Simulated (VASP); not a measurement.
Slab: WS2, a slab with vacuum.

```
W S
1.0
     3.18352    0.00000    0.00000
    -1.59176    2.75701    0.00000
     0.00000    0.00000   16.95058
W S
1 2
Direct
  0.00000 0.00000 0.00000
  0.33333 0.66667 0.09200
  0.33333 0.66667 0.90800
```

Program: VASP 6.6.1. Alike in all runs: level LDA; potentials or basis VASP PAW LDA potentials, release 64 (W_sv, S); no spin polarisation; cell as given; k mesh 10 × 10 × 2; cutoff (eV) 520; smearing gaussian 0.02 eV. Hardware: 1 thread of Intel(R) Xeon(R) Platinum 8488C (Sapphire Rapids) (shared host).

Q: Order these runs on this cell by their wall time, lowest first.
A. task optical spectrum
B. task electron localisation function
C. task Born charges and dielectric tensor

A: B (76 s), A (300 s), C (2400 s).

Caveats: spectra need much finer meshes, so this one isn't converged (some runs); independent-particle spectra lack excitons (some runs).
